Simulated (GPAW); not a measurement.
# Si (I4/mmm) in GPAW: settings compared

The runs below take Si through band structure, single point, with r2SCAN, TB-mBJ.

Program: GPAW 26.7.0. These are calculated values, not measurements. Logs are shortened: lines on timing, memory, paths and dates and some standing lists are left out, and cuts for length are marked. The log counts tension as positive stress, the text compression.

## Step 1: Starting point

Symmetry: I4/mmm, No. 139, tetragonal system. Conventional cell: a = 6.651 Å, b = 6.651 Å, c = 3.845 Å, α = 90.00°, β = 90.00°, γ = 90.00°. Si (site symmetry m2m) is surrounded by 4 Si at 2.34 to 2.38 Å.

This isn't the form of Si at room conditions, which is diamond.

## Step 2: Band structure, r2SCAN

File run.py:

```python
from ase import Atoms
from ase.dft.bandgap import bandgap
from ase.io import write
from ase.units import GPa
from gpaw import GPAW, PW

atoms = Atoms(['Si', 'Si', 'Si', 'Si'],
              cell=[[-3.32544429, 3.32544429, 1.92238566],
                    [3.32544429, -3.32544429, 1.92238566],
                    [3.32544429, 3.32544429, -1.92238566]],
              scaled_positions=[[0.82119894, 0.17880106, 0.0],
                                [0.17880106, 0.82119894, 0.0],
                                [0.82119894, 0.82119894, 0.64239788],
                                [0.17880106, 0.17880106, 0.35760212]],
              pbc=True)

calc = GPAW(mode=PW(600),
            xc='MGGA_X_R2SCAN+MGGA_C_R2SCAN',
            kpts={'size': (7, 7, 7), 'gamma': True},
            occupations={'name': 'fermi-dirac', 'width': 0.05},
            nbands=18,
            convergence={'density': 1e-05, 'energy': 1e-05},
            maxiter=150,
            txt='gpaw.txt')
atoms.calc = calc
energy = atoms.get_potential_energy()
forces = atoms.get_forces()
stress = atoms.get_stress()
calc.write('gs.gpw')
write('result.traj', atoms)
print(f'Energy: {energy:.6f} eV')
print('Forces (eV/A):')
print(forces.round(4))
print('Stress (GPa):', (stress / GPa).round(3))
print('Fermi level:', round(calc.get_fermi_level(), 4), 'eV')
print(f'Gap: {bandgap(calc)[0]:.4f} eV, direct: {bandgap(calc, direct=True)[0]:.4f} eV')

path = atoms.cell.bandpath('GXMGZPNZ1M,XP', npoints=100, eps=1e-4)
bs_calc = calc.fixed_density(kpts=path, symmetry='off', nbands=33,
                             convergence={'bands': 'CBM+6.0', 'eigenstates': 1e-6}, txt='bands.txt')
bs = bs_calc.band_structure()
bs.write('bs.json')
print(f'Gap on the path: {bandgap(bs_calc)[0]:.4f} eV')
```

Potentials or basis: GPAW PAW data sets (gpaw-data 1.2.1), pw.

Started as:

```console
$ OMP_NUM_THREADS=1 python run.py
```

gpaw.txt:

```text
__  _  _
 | _ |_)|_||  |
 |__||  | ||/\| - 26.7.0

Input parameters:
  mode=PW(ecut=600.0),
  convergence={'density': 1e-05, 'energy': 1e-05},
  kpts=MonkhorstPack(size=(7, 7, 7), gamma=True),
  maxiter=150,
  nbands=18,
  occupations=Occupations(name='fermi-dirac', width=0.05),
  xc=XC(name='MGGA_X_R2SCAN+MGGA_C_R2SCAN')

Diagonalizing LCAO Hamiltonian
Converting LCAO to pw mode

          Si        Si

                 Si

Atoms  # Å, Bohr magnetons
|   | symbol |         x |         y |        z |    initial magnetic moments |
|---|--------|-----------|-----------|----------|-----------------------------|
| 0 |     Si | -2.136258 |  2.136258 | 1.922386 | ( 0.0000,  0.0000,  0.0000) |
| 1 |     Si |  2.136258 | -2.136258 | 1.922386 | ( 0.0000,  0.0000,  0.0000) |
| 2 |     Si |  2.136258 |  2.136258 | 1.922386 | ( 0.0000,  0.0000,  0.0000) |
| 3 |     Si |  1.189186 |  1.189186 | 0.000000 | ( 0.0000,  0.0000,  0.0000) |

Unit cell  # Å
| periodic |         x |         y |         z |  lengths |     angles |
|----------|-----------|-----------|-----------|----------|------------|
|      yes | -3.325444 |  3.325444 |  1.922386 | 5.080623 |  98.231229 |
|      yes |  3.325444 | -3.325444 |  1.922386 | 5.080623 |  98.231229 |
|      yes |  3.325444 |  3.325444 | -1.922386 | 5.080623 | 135.533751 |

Number of symmetries: 16
Symmetry operations  # r_c * U_cc + t_c -> r_c
|    | kind |            matrix            |
|----|------|------------------------------|
|  0 |  σ   |  1, 1, 1,  0, 0,-1,  0,-1, 0 |
|  1 |  C4  |  1, 1, 1,  0, 0,-1, -1, 0, 0 |
|  2 |  E   |  1, 0, 0,  0, 1, 0,  0, 0, 1 |
|  3 |  σ   |  1, 0, 0,  0, 1, 0, -1,-1,-1 |
|  4 |  σ   |  0, 1, 0,  1, 0, 0,  0, 0, 1 |
|  5 |  C2  |  0, 1, 0,  1, 0, 0, -1,-1,-1 |
|  6 |  C2  |  0, 0, 1, -1,-1,-1,  1, 0, 0 |
|  7 |  S4  |  0, 0, 1, -1,-1,-1,  0, 1, 0 |
|  8 |  C4  |  0, 0,-1,  1, 1, 1,  0,-1, 0 |
|  9 |  σ   |  0, 0,-1,  1, 1, 1, -1, 0, 0 |
| 10 |  σ   |  0,-1, 0, -1, 0, 0,  1, 1, 1 |
| 11 |  C2  |  0,-1, 0, -1, 0, 0,  0, 0,-1 |
| 12 |  C2  | -1, 0, 0,  0,-1, 0,  1, 1, 1 |
| 13 |  i   | -1, 0, 0,  0,-1, 0,  0, 0,-1 |
| 14 |  S4  | -1,-1,-1,  0, 0, 1,  1, 0, 0 |
| 15 |  C2  | -1,-1,-1,  0, 0, 1,  0, 1, 0 |

BZ-sampling:
  Number of BZ points: 343
  Number of IBZ points: 40

  Monkhorst-Pack size: [7, 7, 7]
  Monkhorst-Pack shift: [0, 0, 0]

K-points  # in reciprocal-cell coordinates
|     |                                coordinates |     weight |
|-----|--------------------------------------------|------------|
|   0 | (  0.00000000,   0.00000000,   0.00000000) | 0.00291545 |
|   1 | (  0.14285714,  -0.14285714,   0.00000000) | 0.01166181 |
|   2 | (  0.14285714,  -0.14285714,   0.14285714) | 0.01166181 |
|   3 | (  0.14285714,   0.00000000,   0.00000000) | 0.02332362 |
|   4 | (  0.14285714,   0.14285714,  -0.14285714) | 0.00583090 |
|   5 | (  0.28571429,  -0.28571429,   0.00000000) | 0.01166181 |
|   6 | (  0.28571429,  -0.28571429,   0.14285714) | 0.02332362 |
|   7 | (  0.28571429,  -0.28571429,   0.28571429) | 0.01166181 |
|   8 | (  0.28571429,  -0.14285714,   0.00000000) | 0.04664723 |
|   9 | (  0.28571429,  -0.14285714,   0.14285714) | 0.02332362 |
| ... |                                            |            |
|  39 | (  0.42857143,   0.42857143,   0.42857143) | 0.02332362 |

Plane wave coefficients: 2875
Cutoff: 600.0 eV

Spin-components: 1 (collinear spins)
Bands:           18
Projectors:      20
Spin-degeneracy: 2
Datatype:        complex128

Parallelization:
  kpt:    1
  domain: 1
  band:   1

Density:
  Valence electrons: 16.0
  Components: 1
  Grid points: [30 30 30]
  Charge: 0.0  # |e|

Potential:
  Grid points: [30 30 30]

species:
  Si:
    name:    Silicon
    Z:       14.0
    valence: 4
    core:    10
    charge:  0.0  # [|e|]
    compensation charges:
      type: gauss
      rc: 0.33  # [Å]
      lmax: 2
    cutoffs:
      filter: 1.86  # [Å]
      core: 2.06  # [Å]
    projectors
    | kind |    occ | energy [eV] | rcut [Å] |
    |------|--------|-------------|----------|
    |   3s |  2.000 |     -10.812 |    1.058 |
    |   3p |  2.000 |      -4.081 |    1.058 |
    |    s |        |      16.399 |    1.058 |
    |    p |        |      23.130 |    1.058 |
    |    d |        |       0.000 |    1.058 |

    Using partial waves for Si as LCAO basis

Reference energy: -31545.377001  # eV

eigensolver:
  PPCG
  Converge bands: occupied
  niter=2

density mixing:
  MSR1-Mixer
  Pratt-step length: 0.05
  Maximum mixing coefficient: 0.75
  Old densities: 10
  SVD Regularization: 0.005
  Good broyden scale: 1.0
  Trust region scale: 1.0
  Backstep threshold: 4.0
  History deletion threshold: 6.0
  Fourier metric: weight=20.0, sigma=0.015

occupation numbers:
  Fermi-Dirac:
    width: 0.0500  # eV

poisson solver:
  ecut: 4800.0  # eV

xc functional:
  name: MGGA_X_R2SCAN+MGGA_C_R2SCAN with 2 nearest neighbor stencil

convergence criteria:
[... 6 lines left out ...]
|iter     | |      energy | eigst |  dens |
|---------|-|-------------|-------|-------|
|iter:   1| |  -36.177427 | -0.05 |       |
|iter:   2| |  -34.198485 | -1.41 | -0.82 |
|iter:   3| |  -34.003365 | -1.71 | -0.83 |
|iter:   4| |  -34.124850 | -2.35 | -1.43 |
|iter:   5| |  -34.126429 | -3.58 | -1.91 |
|iter:   6| |  -34.126543 | -5.30 | -2.54 |
|iter:   7| |  -34.126604 | -5.79 | -2.91 |
|iter:   8| |  -34.126605c| -7.62c| -4.07 |
|iter:   9| |  -34.126604c| -7.95c| -4.54 |
|iter:  10| |  -34.126604c| -8.80c| -5.56c|

Converged in 10 steps
Energy contributions relative to reference atoms: (reference = -31545.377001)

Energy contributions:
  Kinetic:          18.803185
  Coulomb:         -15.739842
  Zero:             -0.081567
  External:          0.000000
  Xc:              -37.108360
  Entropy:          -0.000043
  Spinorbit:         0.000000
  ----------------------------
  Free energy:     -34.126626
  Extrapolated:    -34.126604

dipole moment: (-14.422592, -14.422592, 8.337457)  # |e|*Ang

Fermi level: 5.021
Eigenvalues  # (at kpt = [0.000, 0.000, 0.000])
| band index |      eig [eV] | occ [0-2] |
|------------|---------------|-----------|
|          0 |        -7.754 |     2.000 |
|          1 |        -3.287 |     2.000 |
|          2 |        -0.926 |     2.000 |
|          3 |        -0.926 |     2.000 |
|          4 |         0.937 |     2.000 |
|          5 |         3.297 |     2.000 |
[... 8 lines left out ...]
|         14 |        10.651 |     0.000 |
|         15 |        12.426 |     0.000 |
|        ... |               |           |
|         17 |        15.837 |     0.000 |

Gap: 0.562 eV
Transition (v -> c):
  (s=0, k=18, n=7, [0.43, -0.43, 0.43]) -> (s=0, k=4, n=8, [0.14, 0.14, -0.14])
Direct/indirect transitions are different
Direct gap: 0.825 eV
Transition at: (s=0, k=18, n=7, [0.43, -0.43, 0.43])

Forces  # eV/Ang
|        x |        y |       z |
|----------|----------|---------|
|  0.00411 | -0.00411 | 0.00000 |  # Si   0
| -0.00411 |  0.00411 | 0.00000 |  # Si   1
| -0.00411 | -0.00411 | 0.00000 |  # Si   2
|  0.00411 |  0.00411 | 0.00000 |  # Si   3

Stress tensor  # eV/Ang^3
|         x |         y |         z |
|-----------|-----------|-----------|
| -0.002263 |  0.000000 | -0.000000 |
|  0.000000 | -0.002263 | -0.000000 |
| -0.000000 | -0.000000 | -0.002346 |

# Writing to gs.gpw (mode='')
```

Run time: 6.9 min. Hardware: 1 thread of Arm Neoverse V2, shared host; peak memory 0.47 GiB.

Results:

* Free energy: -34.1266 eV
* Pressure: 0.4 GPa
* Largest force: 0.006 eV/Å
* Band gap on the k mesh: 0.56 eV, indirect (least direct gap 0.83 eV)
* Band gap along the path: 0.38 eV, indirect (least direct gap 0.58 eV)

Forces in eV/Å, atoms in the order of the input:
```
Si   0.004 -0.004  0.000
Si  -0.004  0.004  0.000
Si  -0.004 -0.004  0.000
Si   0.004  0.004  0.000
```

Levels at the corners of the path, in eV from the valence-band top:
```
point  band 5  band 6  band 7  band 8  band 9  band 10  band 11  band 12
    Γ   -3.96   -1.60   -1.60   -0.60    1.56     1.86     1.86     2.52
    X   -3.00   -2.13   -1.96   -1.73    1.88     2.15     2.17     4.33
    M   -3.12   -0.25    0.00    0.00    0.58     3.75     3.79     4.27
    Γ   -3.96   -1.60   -1.60   -0.60    1.56     1.86     1.86     2.52
    Z   -4.29   -3.90   -1.53   -1.53    2.54     4.73     4.73     4.80
    P   -3.59   -2.17   -2.16   -2.16    0.47     1.66     1.66     2.53
    N   -4.58   -3.63   -2.52   -1.52    1.03     2.67     3.30     3.76
   Z1   -4.29   -3.90   -1.53   -1.53    2.54     4.73     4.73     4.80
    M   -3.12   -0.25    0.00    0.00    0.58     3.75     3.79     4.27
    X   -3.00   -2.13   -1.96   -1.73    1.88     2.15     2.17     4.33
    P   -3.59   -2.17   -2.16   -2.16    0.47     1.66     1.66     2.53
```

Caveat: the PAW data sets were made with another functional, which shifts forces and pressure a little; the mesh misses the band edges, which the band path finds closer together.

## Step 3: Single point, TB-mBJ

File run.py:

```python
from ase import Atoms
from ase.dft.bandgap import bandgap
from ase.io import write
from gpaw import GPAW, PW

atoms = Atoms(['Si', 'Si', 'Si', 'Si'],
              cell=[[-3.32544429, 3.32544429, 1.92238566],
                    [3.32544429, -3.32544429, 1.92238566],
                    [3.32544429, 3.32544429, -1.92238566]],
              scaled_positions=[[0.82119894, 0.17880106, 0.0],
                                [0.17880106, 0.82119894, 0.0],
                                [0.82119894, 0.82119894, 0.64239788],
                                [0.17880106, 0.17880106, 0.35760212]],
              pbc=True)

calc = GPAW(mode=PW(600),
            xc='TB09',
            kpts={'size': (8, 8, 8), 'gamma': True},
            occupations={'name': 'fermi-dirac', 'width': 0.05},
            nbands=18,
            convergence={'density': 1e-05, 'energy': 1e-05},
            eigensolver='cg',
            maxiter=150,
            txt='gpaw.txt')
atoms.calc = calc
energy = atoms.get_potential_energy()
calc.write('gs.gpw')
write('result.traj', atoms)
print('Fermi level:', round(calc.get_fermi_level(), 4), 'eV')
print(f'Gap: {bandgap(calc)[0]:.4f} eV, direct: {bandgap(calc, direct=True)[0]:.4f} eV')
```

Potentials or basis: GPAW PAW data sets for LDA (gpaw-data 1.2.1), pw.

Started as:

```console
$ OMP_NUM_THREADS=1 python run.py
```

It took 4.1 min on 1 thread of Arm Neoverse V2, shared host; peak memory 0.27 GiB.

The run converged. Its results:

```yaml
Band_gap_on_the_k_mesh: 0.95 eV, indirect (least direct gap 1.04 eV)
```

Levels at points of the mesh, in eV from the valence-band top:
```
           k point  band 6  band 7  band 8  band 9  band 10  band 11
(0.00, 0.00, 0.00)   -1.43   -1.43   -0.52    2.04     2.31     2.31
(0.50, 0.00, 0.50)   -3.17   -2.17   -1.33    1.47     3.00     3.52
(0.50, 0.50, 0.00)   -1.85   -1.62   -1.55    2.28     2.45     2.55
(0.50, 0.50, 0.50)   -0.27    0.00    0.00    1.04     4.17     4.24
```

Caveat: a model potential gives levels but no total energy; the PAW data sets were made with another functional, which shifts forces and pressure a little.
